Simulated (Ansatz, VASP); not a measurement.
## MoS2 in VASP and in Ansatz

Contents of INCAR:

```
SYSTEM = MoS2
  PREC = Accurate
  ENCUT = 520
  EDIFF = 1E-7
  ISMEAR = 0
  SIGMA = 0.1
  LREAL = .FALSE.
  LASPH = .TRUE.
  NELM = 60
  ALGO = Normal
  ISIF = 2
  LWAVE = .FALSE.
  LCHARG = .TRUE.
  LDIPOL = .TRUE.
  IDIPOL = 3
  DIPOL = 0.5 0.5 0.500
  GGA = PE
  IVDW = 12
  LELF = .TRUE.
  LVHAR = .TRUE.
  LVACPOTAV = .TRUE.
  NBANDS = 20
```

Contents of KPOINTS:

```
Automatic mesh
0
G
  6 6 1
  0 0 0
```

The input POSCAR:

```
MoS2
1.0
    3.1491697132      0.0000000000      0.0000000000
   -1.5745848566      2.7272609724      0.0000000000
    0.0000000000      0.0000000000     32.2630185961
S Mo
2 1
Direct
    0.3333333333      0.6666666667      0.4514690591
    0.3333333333      0.6666666667      0.5485309409
    0.6666666667      0.3333333333      0.5000000000
```

Input for Ansatz:

```yaml
crystal:
  lattice:
    - [3.1491697125, 0.0, 0.0]
    - [-1.5745848563, 2.7272609719, 0.0]
    - [0.0, 0.0, 32.2630185773]
  atoms:
    - { symbol: S, position: [0.3333333333, 0.6666666667, 0.4514690592] }
    - { symbol: Mo, position: [0.6666666667, 0.3333333333, 0.5] }
    - { symbol: S, position: [0.3333333333, 0.6666666667, 0.5485309408] }
  periodic: [true, true, false]
basis:
  ecutwfc: 420
kpoints:
  mp_grid: { grid: [6, 6, 1] }
hamiltonian:
  xc: pbe
  dispersion: d3bj
scf:
  occupations: { method: gaussian, width: 0.1 }
output:
  forces: true
  stress: true
  eigenvalues: true
```

Alike in both runs: task single point; functional PBE; dispersion D3(BJ); k mesh 6 × 6 × 1; occupations gaussian, width 0.1 eV; no spin polarisation.

|  | VASP | Ansatz |
| --- | --- | --- |
| version | VASP 6.6.1 | Ansatz 0.2.0 |
| potentials or method | VASP PAW PBE potentials, release 64 (S, Mo_sv) | scalar-relativistic, plane waves, PAW |
| plane-wave cutoff (eV) | 520 | 420 |
| valence electrons in the cell | 26 | 26 |

|  | VASP | Ansatz | Ansatz less VASP |
| --- | --- | --- | --- |
| gap on the k mesh at the Fermi level (eV) | 1.79 | 1.79 | -0.004 |
| least direct gap on the mesh (eV) | 1.79 | 1.79 | -0.004 |
| rms of the force components (eV/Å) | 0.026 | 0.032 | +0.0059 |

As with any semilocal functional, this PBE gap is likely too small.
